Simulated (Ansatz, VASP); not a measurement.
Given: the input of a run of VASP 6.6.1 on PtSe.

The input INCAR:

```
SYSTEM = PtSe
ALGO = Normal
EDIFF = 1E-6
ENCUT = 520
GGA = PE
ISIF = 2
ISMEAR = -1
LASPH = .True.
LCHARG = .False.
LREAL = .False.
LWAVE = .False.
NBANDS = 15
NELM = 60
PREC = Accurate
SIGMA = 0.05
```

KPOINTS

```
k-points
0
Gamma
  7 7 6
  0 0 0
```

File POSCAR:

```
PtSe
1.0
    3.7759077366      0.0000000000      0.0000000000
   -1.8879538632      3.2700320250      0.0000000000
    0.0000000000      0.0000000000      3.6128420300
Pt Se
1 1
Direct
    0.0000000000      0.0000000000      0.0000000000
    0.6666666667      0.3333333333      0.5000000000
```

Potentials or basis: VASP PAW PBE potentials, release 64 (Pt, Se).

The run is started by

```sh
$ cat potpaw_PBE.64/Pt/POTCAR potpaw_PBE.64/Se/POTCAR > POTCAR
$ mpirun -np 1 vasp_std > vasp.out
```

Q: Translate it to Ansatz 0.2.0. Potentials there: Ansatz PAW.

A: As run (the cutoff follows the program's own potentials):

File input.yaml:

```yaml
crystal:
  lattice:
    - [3.7759077366, 0.0, 0.0]
    - [-1.8879538632, 3.270032025, 0.0]
    - [0.0, 0.0, 3.61284203]
  atoms:
    - { symbol: Pt, position: [0.0, 0.0, 0.0] }
    - { symbol: Se, position: [0.6666666667, 0.3333333333, 0.5] }
hamiltonian:
  xc: pbe
  pseudopotentials: { kind: paw }
kpoints:
  mp_grid: { grid: [7, 7, 6] }
scf:
  occupations: { method: fermi_dirac, width: 0.05 }
output:
  forces: true
  stress: true
  eigenvalues: true
```

Potentials or basis: Ansatz PAW.

The run is started by

```sh
$ ansatz run input.yaml --threads 2 --pin off --max-ram 5632MiB --backend cpu --events-out ev --progress --plain --runs-dir out
```

Both were run:

|  | VASP | Ansatz | Ansatz less VASP |
| --- | --- | --- | --- |
| gap on the k mesh at the Fermi level (eV) | none | none | - |
| pressure (GPa) | -13.5 | -13.4 | +0.09 |
| largest component of the traceless stress (GPa) | 3.46 | 3.44 | -0.019 |

A gap of «none» marks a metal or a gap that the smearing closes. The functional is the same, so the differences come from potentials, cutoffs and numerics. The two sets of potentials don't hold the same shells in valence.

The runs have no spin-orbit coupling, so splittings on Pt are missing.
